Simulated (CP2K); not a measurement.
# HfN (F-43m) in CP2K: notebook

One crystal, HfN, is run at these levels: r2SCAN, TB-mBJ; tasks: band structure.

All numbers are computed with CP2K 2026.2; they aren't measurements. Logs are shortened: lines on timing, memory, paths and dates and some standing lists are left out, and cuts for length are marked.

### Step 1. Starting point

Symmetry: F-43m, No. 216, cubic system. Conventional cell: a = 4.910 Å, b = 4.910 Å, c = 4.910 Å, α = 90.00°, β = 90.00°, γ = 90.00°. Hf (site symmetry -43m) is surrounded by 4 N at 2.13 Å. N (site symmetry -43m) has 4 Hf at 2.13 Å as nearest neighbours.

The cell comes from a database or a generator and needn't be the stable form of this composition.

### Step 2. Band structure, r2SCAN

Input file hfn_bands.inp:

```
&GLOBAL
  PROJECT hfn_bands
  RUN_TYPE ENERGY_FORCE
  PRINT_LEVEL LOW
&END GLOBAL
&FORCE_EVAL
  METHOD QS
  STRESS_TENSOR ANALYTICAL
  &DFT
    BASIS_SET_FILE_NAME BASIS_MOLOPT_UZH
    POTENTIAL_FILE_NAME POTENTIAL_UZH
    &MGRID
      CUTOFF 675
      REL_CUTOFF 60
      NGRIDS 5
    &END MGRID
    &QS
      METHOD GPW
      EPS_DEFAULT 1.0E-9
    &END QS
    &KPOINTS
      SCHEME MONKHORST-PACK 9 9 9
      GAMMA_CENTERED T
      SYMMETRY T
      SYMMETRY_BACKEND SPGLIB
    &END KPOINTS
    &SCF
      SCF_GUESS ATOMIC
      EPS_SCF 1.0E-6
      MAX_SCF 100
      ADDED_MOS 13
      CHOLESKY OFF
      EPS_EIGVAL 1.0E-7
      &DIAGONALIZATION ON
        ALGORITHM STANDARD
      &END DIAGONALIZATION
      &MIXING ON
        METHOD BROYDEN_MIXING
        ALPHA 0.4
        BETA 1.5
        NBUFFER 8
      &END MIXING
      &SMEAR ON
        METHOD FERMI_DIRAC
        ELECTRONIC_TEMPERATURE [K] 580.226
      &END SMEAR
    &END SCF
    &XC
      &XC_FUNCTIONAL
        &MGGA_X_R2SCAN
        &END MGGA_X_R2SCAN
        &MGGA_C_R2SCAN
        &END MGGA_C_R2SCAN
      &END XC_FUNCTIONAL
    &END XC
    &PRINT
      &KPOINTS ON
      &END KPOINTS
      &MULLIKEN ON
      &END MULLIKEN
      &MO ON
        ENERGIES T
        OCCUPATION_NUMBERS T
        &EACH
          QS_SCF 0
        &END EACH
        ADD_LAST NUMERIC
      &END MO
      &BAND_STRUCTURE
        FILE_NAME bands.bs
        ADDED_MOS 4
        &KPOINT_SET
          UNITS B_VECTOR
          NPOINTS 6
          SPECIAL_POINT GAMMA 0.00000000 0.00000000 0.00000000
          SPECIAL_POINT X 0.50000000 0.00000000 0.50000000
          SPECIAL_POINT W 0.50000000 0.25000000 0.75000000
          SPECIAL_POINT K 0.37500000 0.37500000 0.75000000
          SPECIAL_POINT GAMMA 0.00000000 0.00000000 0.00000000
          SPECIAL_POINT L 0.50000000 0.50000000 0.50000000
          SPECIAL_POINT U 0.62500000 0.25000000 0.62500000
          SPECIAL_POINT W 0.50000000 0.25000000 0.75000000
          SPECIAL_POINT L 0.50000000 0.50000000 0.50000000
          SPECIAL_POINT K 0.37500000 0.37500000 0.75000000
        &END KPOINT_SET
        &KPOINT_SET
          UNITS B_VECTOR
          NPOINTS 6
          SPECIAL_POINT U 0.62500000 0.25000000 0.62500000
          SPECIAL_POINT X 0.50000000 0.00000000 0.50000000
        &END KPOINT_SET
      &END BAND_STRUCTURE
    &END PRINT
  &END DFT
  &SUBSYS
    &CELL
      ABC 3.4716425656 3.4716425656 3.4716425656
      ALPHA_BETA_GAMMA 59.9999999998 59.9999999999 60.0000000003
      PERIODIC XYZ
    &END CELL
    &COORD
      SCALED
      Hf  0.0000000000 0.0000000000 0.0000000000
      N   0.2500000000 0.2500000000 0.2500000000
    &END COORD
    &KIND Hf
      BASIS_SET TZVP-MOLOPT-SCAN-GTH-q12
      POTENTIAL GTH-SCAN-q12
    &END KIND
    &KIND N
      BASIS_SET TZVP-MOLOPT-SCAN-GTH-q5
      POTENTIAL GTH-SCAN-q5
    &END KIND
    &PRINT
      &ATOMIC_COORDINATES ON
      &END ATOMIC_COORDINATES
      &CELL ON
      &END CELL
    &END PRINT
  &END SUBSYS
  &PRINT
    &FORCES ON
    &END FORCES
    &STRESS_TENSOR ON
    &END STRESS_TENSOR
  &END PRINT
&END FORCE_EVAL
```

Potentials or basis: POTENTIAL_UZH Hf GTH-SCAN-q12, N GTH-SCAN-q5; TZVP-MOLOPT-SCAN-GTH basis.

Launch:

```
$ OMP_NUM_THREADS=1 cp2k.psmp -i hfn_bands.inp -o hfn_bands.out
```

hfn_bands.out:

```text

 CP2K| version string:                                       CP2K version 2026.2
 CP2K| Input file name                                             hfn_bands.inp

 GLOBAL| Force Environment number                                              1
 GLOBAL| Basis set file name                                    BASIS_MOLOPT_UZH
 GLOBAL| Potential file name                                       POTENTIAL_UZH
 GLOBAL| MM Potential file name                                     MM_POTENTIAL
 GLOBAL| Coordinate file name                                      __STD_INPUT__
 GLOBAL| Method name                                                        CP2K
 GLOBAL| Project name                                                  hfn_bands
 GLOBAL| Run type                                                   ENERGY_FORCE
 GLOBAL| FFT library                                                       FFTW3
 GLOBAL| Diagonalization library                                       ScaLAPACK
 GLOBAL| Cholesky decomposition library                                ScaLAPACK
 GLOBAL| DGEMM library                                                      BLAS
 GLOBAL| Direct generalized diagonalization requested                          F
 GLOBAL| Matrix multiplication library                                 ScaLAPACK
 GLOBAL| Global print level                                                  LOW
 GLOBAL| Total number of message passing processes                             1
 GLOBAL| Number of threads for this process                                    1
 GLOBAL| CPU model name                                                  UNKNOWN

 CELL| Volume [angstrom^3]:                                            29.586256
 CELL| Vector a [angstrom]:       3.472     0.000     0.000   |a| =     3.471643
 CELL| Vector b [angstrom]:       1.736     3.007     0.000   |b| =     3.471643
 CELL| Vector c [angstrom]:       1.736     1.002     2.835   |c| =     3.471643
 CELL| Angle (b,c), alpha [degree]:                                    60.000000
 CELL| Angle (a,c), beta  [degree]:                                    60.000000
 CELL| Angle (a,b), gamma [degree]:                                    60.000000
 CELL| Numerically orthorhombic:                                              NO
 CELL| Periodicity                                                           XYZ

 CELL_REF| Volume [angstrom^3]:                                        29.586256
 CELL_REF| Vector a [angstrom     3.472     0.000     0.000   |a| =     3.471643
 CELL_REF| Vector b [angstrom     1.736     3.007     0.000   |b| =     3.471643
 CELL_REF| Vector c [angstrom     1.736     1.002     2.835   |c| =     3.471643
 CELL_REF| Angle (b,c), alpha [degree]:                                60.000000
 CELL_REF| Angle (a,c), beta  [degree]:                                60.000000
 CELL_REF| Angle (a,b), gamma [degree]:                                60.000000
 CELL_REF| Numerically orthorhombic:                                          NO
 CELL_REF| Periodicity                                                       XYZ

 GENERATE|  Preliminary Number of Bonds generated:                             0
 GENERATE|  Achieved consistency in connectivity generation.

 *******************************************************************************
 *******************************************************************************
 **            Copyright (C) by CP2K developers group (2000-2026)             **
 *******************************************************************************

 TOTAL NUMBERS AND MAXIMUM NUMBERS

  Total number of            - Atomic kinds:                                   2
                             - Atoms:                                          2
                             - Shell sets:                                     2
                             - Shells:                                        18
                             - Primitive Cartesian functions:                 10
                             - Cartesian basis functions:                     59
                             - Spherical basis functions:                     52

  Maximum angular momentum of- Orbital basis functions:                        3
                             - Local part of the GTH pseudopotential:          2
                             - Non-local part of the GTH pseudopotential:      4

 MODULE QUICKSTEP: ATOMIC COORDINATES IN ANGSTROM

   Atom Kind Element         X             Y             Z       Z(eff)     Mass
      1    1 Hf   72      0.000000      0.000000      0.000000  12.0000 178.4900
      2    2 N     7      1.735821      1.002177      0.708646   5.0000  14.0067

[... 38 lines left out ...]
 BRILLOUIN|     2           0.03292       -0.44444       -0.44444       -0.33333
 BRILLOUIN|     3           0.03292       -0.44444       -0.44444       -0.22222
[... 28 lines left out ...]
     8 Broy./Diag. 0.40E+00    5.2     0.00086334       -59.5505880047 -6.68E-03
     9 Broy./Diag. 0.40E+00    5.2     0.00017277       -59.5519344602 -1.35E-03
    10 Broy./Diag. 0.40E+00    5.4     0.00011218       -59.5519830445 -4.86E-05
    11 Broy./Diag. 0.40E+00    5.3     0.00001121       -59.5521315737 -1.49E-04
    12 Broy./Diag. 0.40E+00    5.3     0.00000688       -59.5521428597 -1.13E-05
    13 Broy./Diag. 0.40E+00    5.2     0.00000066       -59.5521507023 -7.84E-06

  *** SCF run converged in    13 steps ***

  Electronic density on regular grids:        -16.9999999856        0.0000000144
  Core density on regular grids:               16.9999999844       -0.0000000156
  Total charge density on r-space grids:       -0.0000000011
  Total charge density g-space grids:          -0.0000000011

  Overlap energy of the core charge distribution:               0.00000000793795
  Self energy of the core charge distribution:                -97.72080959113482
  Core Hamiltonian energy:                                     23.03800389460292
  Hartree energy:                                              23.81996103773010
  Exchange-correlation energy:                                 -8.68908842590700
  Electronic entropic energy:                                  -0.00021762548690
  Fermi energy:                                                 0.37268381604159

  Total energy:                                               -59.55215070230997
  Total energy (extrapolated to T->0):                        -59.55204188956652

 MO| EIGENVALUES AND OCCUPATION NUMBERS FOR K POINT 1
 MO|
 MO|  Index      Eigenvalue [a.u.]        Eigenvalue [eV]             Occupation
 MO|      1              -1.931627             -52.562245               2.000000
 MO|      2              -0.806079             -21.934526               2.000000
 MO|      3              -0.790246             -21.503695               2.000000
 MO|      4              -0.790246             -21.503695               2.000000
 MO|      5              -0.220900              -6.010993               2.000000
 MO|      6               0.149265               4.061714               2.000000
[... 378 lines left out ...]
 MO|     21               1.283015              34.912627               0.000000
 MO|     22               1.378136              37.500987               0.000000
 MO| Sum:                                                              18.000000
 MO| E(Fermi):            0.372684 a.u.         10.141242 eV

 [... the levels of further k-points ...]

 !-----------------------------------------------------------------------------!
                     Mulliken Population Analysis

 #  Atom  Element  Kind  Atomic population                           Net charge
       1     Hf       1         10.724982                              1.275018
       2     N        2          6.275018                             -1.275018
 # Total charge                             17.000000                  0.000000

 !-----------------------------------------------------------------------------!

 KPOINTS| Band Structure Calculation
 KPOINTS| Number of k-point sets                                               2
 KPOINTS| Number of added MOs/bands                                            4
 KPOINTS| Number of k-points in set    1                                      55
 KPOINTS| In units of b-vector [2pi/Bohr]
 KPOINTS| Special point     1       GAMMA     0.000000     0.000000     0.000000
 KPOINTS| Special point     2           X     0.500000     0.000000     0.500000
 KPOINTS| Special point     3           W     0.500000     0.250000     0.750000
 KPOINTS| Special point     4           K     0.375000     0.375000     0.750000
 KPOINTS| Special point     5       GAMMA     0.000000     0.000000     0.000000
 KPOINTS| Special point     6           L     0.500000     0.500000     0.500000
 KPOINTS| Special point     7           U     0.625000     0.250000     0.625000
 KPOINTS| Special point     8           W     0.500000     0.250000     0.750000
 KPOINTS| Special point     9           L     0.500000     0.500000     0.500000
 KPOINTS| Special point    10           K     0.375000     0.375000     0.750000
 KPOINTS| Number of k-points in set    2                                       7
 KPOINTS| In units of b-vector [2pi/Bohr]
 KPOINTS| Special point     1           U     0.625000     0.250000     0.625000
 KPOINTS| Special point     2           X     0.500000     0.000000     0.500000

 ENERGY| Total FORCE_EVAL ( QS ) energy [hartree]            -59.552153175307261

 FORCES| Atomic forces [hartree/bohr]
 FORCES|   Atom     x               y               z               |f|
 FORCES|      1 -6.51866558E-08  9.95211426E-08 -1.49514628E-07   1.91071667E-07
 FORCES|      2 -6.09084468E-06  8.93380216E-06 -1.53230176E-05   1.87538284E-05
 FORCES| Sum    -6.15603133E-06  9.03332330E-06 -1.54725323E-05
 FORCES| Total atomic force                                       1.89445746E-05

 STRESS| Analytical stress tensor [bar]
 STRESS|                        x                   y                   z
 STRESS|      x       -7.42133692677E+04   1.47463493285E-01   4.02277812143E-02
 STRESS|      y        1.47463493285E-01  -7.42129884139E+04  -1.24438427391E-01
 STRESS|      z        4.02277812143E-02  -1.24438427391E-01  -7.42135740218E+04
 STRESS| 1/3 Trace                                            -7.42133105678E+04
 STRESS| Determinant                                          -4.08738377015E+14

 STRESS| Eigenvectors and eigenvalues of the analytical stress tensor [bar]
 STRESS|                        1                   2                   3
 STRESS| Eigenvalues  -7.42136206210E+04  -7.42133902055E+04  -7.42129208769E+04
 STRESS|      x          -0.294413314684      0.908929992861      0.295240695390
 STRESS|      y           0.250218287443     -0.224842904406      0.941719956764
 STRESS|      z           0.922340289029      0.351129515159     -0.161234161450
```

It took 89 s on 1 thread of Arm Neoverse V2, shared host; peak memory 0.36 GiB.

What came out:

* Free energy: -1620.4965 eV
* Pressure: -7.4 GPa
* Band gap on the k mesh: none (metal or under the smearing width)
* Mulliken charges: Hf +1.28; N -1.28 e

Levels at the corners of the path, in eV from the Fermi level:
| point | band 7 | band 8 | band 9 | band 10 | band 11 | band 12 |
| --- | --- | --- | --- | --- | --- | --- |
| Γ | -5.79 | -5.79 | -0.71 | 2.40 | 2.40 | 6.85 |
| X | -3.88 | -3.88 | -1.19 | 2.41 | 4.18 | 4.72 |
| W | -5.45 | -3.85 | -1.34 | 1.53 | 3.79 | 5.15 |
| K | -4.53 | -4.27 | -1.20 | 2.38 | 2.82 | 5.87 |
| Γ | -5.79 | -5.79 | -0.71 | 2.40 | 2.40 | 6.85 |
| L | -5.15 | -5.15 | 1.53 | 2.92 | 2.92 | 4.70 |
| U | -4.53 | -4.27 | -1.20 | 2.38 | 2.82 | 5.87 |
| W | -5.45 | -3.85 | -1.34 | 1.53 | 3.79 | 5.15 |
| L | -5.15 | -5.15 | 1.53 | 2.92 | 2.92 | 4.70 |
| K | -4.53 | -4.27 | -1.20 | 2.38 | 2.82 | 5.87 |
| U | -4.53 | -4.27 | -1.20 | 2.38 | 2.82 | 5.87 |
| X | -3.88 | -3.88 | -1.19 | 2.41 | 4.18 | 4.72 |

Caveat: Mulliken charges move with the basis; spin-orbit coupling is left out, which moves the levels of the heavy elements; the basis of atomic orbitals isn't converged, which shifts pressures, moduli and gaps.

### Step 3. Band structure, TB-mBJ

Edit hfn_bands.inp of step 2 so:

```diff
@@ -2,3 +2,3 @@
   PROJECT hfn_bands
-  RUN_TYPE ENERGY_FORCE
+  RUN_TYPE ENERGY
   PRINT_LEVEL LOW
@@ -7,3 +7,2 @@
   METHOD QS
-  STRESS_TENSOR ANALYTICAL
   &DFT
@@ -44,3 +43,3 @@
         METHOD FERMI_DIRAC
-        ELECTRONIC_TEMPERATURE [K] 580.226
+        ELECTRONIC_TEMPERATURE 1160.45
       &END SMEAR
@@ -49,6 +48,6 @@
       &XC_FUNCTIONAL
-        &MGGA_X_R2SCAN
-        &END MGGA_X_R2SCAN
-        &MGGA_C_R2SCAN
-        &END MGGA_C_R2SCAN
+        &MGGA_X_TB09
+        &END MGGA_X_TB09
+        &LDA_C_PW
+        &END LDA_C_PW
       &END XC_FUNCTIONAL
@@ -68,5 +67,10 @@
       &END MO
+      &LOWDIN ON
+      &END LOWDIN
+      &HIRSHFELD ON
+        SHAPE_FUNCTION DENSITY
+      &END HIRSHFELD
       &BAND_STRUCTURE
         FILE_NAME bands.bs
-        ADDED_MOS 4
+        ADDED_MOS 6
         &KPOINT_SET
@@ -96,4 +100,5 @@
     &CELL
-      ABC 3.4716425656 3.4716425656 3.4716425656
-      ALPHA_BETA_GAMMA 59.9999999998 59.9999999999 60.0000000003
+      A 3.4716425656 0.0000000000 0.0000000000
+      B 1.7358212828 3.0065306547 0.0000000000
+      C 1.7358212828 1.0021768849 2.8345842850
       PERIODIC XYZ
@@ -101,13 +106,12 @@
     &COORD
-      SCALED
       Hf  0.0000000000 0.0000000000 0.0000000000
-      N   0.2500000000 0.2500000000 0.2500000000
+      N   1.7358212828 1.0021768849 0.7086460713
     &END COORD
     &KIND Hf
-      BASIS_SET TZVP-MOLOPT-SCAN-GTH-q12
-      POTENTIAL GTH-SCAN-q12
+      BASIS_SET TZVP-MOLOPT-PBE-GTH-q12
+      POTENTIAL GTH-PBE-q12
     &END KIND
     &KIND N
-      BASIS_SET TZVP-MOLOPT-SCAN-GTH-q5
-      POTENTIAL GTH-SCAN-q5
+      BASIS_SET TZVP-MOLOPT-PBE-GTH-q5
+      POTENTIAL GTH-PBE-q5
     &END KIND
@@ -123,4 +127,2 @@
     &END FORCES
-    &STRESS_TENSOR ON
-    &END STRESS_TENSOR
   &END PRINT
```

Potentials or basis: POTENTIAL_UZH Hf GTH-PBE-q12, N GTH-PBE-q5; TZVP-MOLOPT-PBE-GTH basis.

Launch:

```
$ OMP_NUM_THREADS=1 cp2k.psmp -i hfn_bands.inp -o hfn_bands.out
```

Wall time 3.9 min (1 thread of Arm Neoverse V2, shared host); peak memory 0.36 GiB.

Results (log left out):

* Band gap on the k mesh: none (metal or under the smearing width)
* Mulliken charges: Hf +1.56; N -1.56 e
* Hirshfeld charges: Hf +0.37; N -0.37 e

Levels at the corners of the path, in eV from the Fermi level:
```csv
point,band 7,band 8,band 9,band 10,band 11,band 12
Γ,-5.82,-5.82,-0.56,2.11,2.11,6.66
X,-3.93,-3.93,-1.13,2.25,3.95,4.48
W,-5.40,-3.90,-1.28,1.34,3.56,4.92
K,-4.52,-4.32,-1.17,2.21,2.57,5.66
Γ,-5.82,-5.82,-0.56,2.11,2.11,6.66
L,-5.21,-5.21,1.53,2.68,2.68,4.51
U,-4.52,-4.32,-1.17,2.21,2.57,5.66
W,-5.40,-3.90,-1.28,1.34,3.56,4.92
L,-5.21,-5.21,1.53,2.68,2.68,4.51
K,-4.52,-4.32,-1.17,2.21,2.57,5.66
U,-4.52,-4.32,-1.17,2.21,2.57,5.66
X,-3.93,-3.93,-1.13,2.25,3.95,4.48
```

Caveat: Mulliken charges move with the basis; this is a model potential without an energy functional, so only levels have meaning; the potentials were made for another functional, which shifts forces and pressure; spin-orbit coupling is left out, which moves the levels of the heavy elements; the basis of atomic orbitals isn't converged, which shifts pressures, moduli and gaps.

### Step 4. For comparison

An earlier run on the cell as given: functional PBEsol; potentials or basis POTENTIAL_UZH Hf GTH-PBE-q12, N GTH-PBE-q5; TZVP-MOLOPT-PBE-GTH basis; density cutoff 6123 eV; k mesh 9 × 9 × 9; occupations fermi-dirac, width 0.05 eV; no spin polarisation.

* Pressure: -6.1 GPa
* Band gap on the k mesh: none (metal or under the smearing width)
* Mulliken charges: Hf +1.20; N -1.20 e
* Hirshfeld charges: Hf +0.38; N -0.38 e

### Step 5. The runs side by side

| task | level | potentials or basis | smearing | EPS_DEFAULT | NGRIDS | points a segment of the path (NPOINTS) | bands added on the path | CUTOFF of the grids | gap on the mesh (eV) | pressure (GPa) |
| --- | --- | --- | --- | --- | --- | --- | --- | --- | --- | --- |
| band structure | r2SCAN | POTENTIAL_UZH Hf GTH-SCAN-q12, N GTH-SCAN-q5; TZVP-MOLOPT-SCAN-GTH basis | fermi-dirac 0.05 eV | 1.0E-9 | 5 | 6 | 4 | 675 Ry | none | -7.4 |
| band structure | TB-mBJ | POTENTIAL_UZH Hf GTH-PBE-q12, N GTH-PBE-q5; TZVP-MOLOPT-PBE-GTH basis | fermi-dirac 0.1 eV | 1.0E-9 | 5 | 6 | 6 | 675 Ry | none | - |
| single point | PBEsol | POTENTIAL_UZH Hf GTH-PBE-q12, N GTH-PBE-q5; TZVP-MOLOPT-PBE-GTH basis | fermi-dirac 0.05 eV | 1.0E-10 | 4 | - | - | 450 Ry | none | -6.1 |

Alike in all rows: no spin polarisation; cell as given; k mesh 9 × 9 × 9.

Caveats: the basis of atomic orbitals isn't converged, which shifts pressures, moduli and gaps; spin-orbit coupling is left out, which moves the levels of the heavy elements (some runs); the potentials were made for another functional, which shifts forces and pressure (some runs); this is a model potential without an energy functional, so only levels have meaning (some runs).

Absolute energies hang on the potentials; compare differences alone.
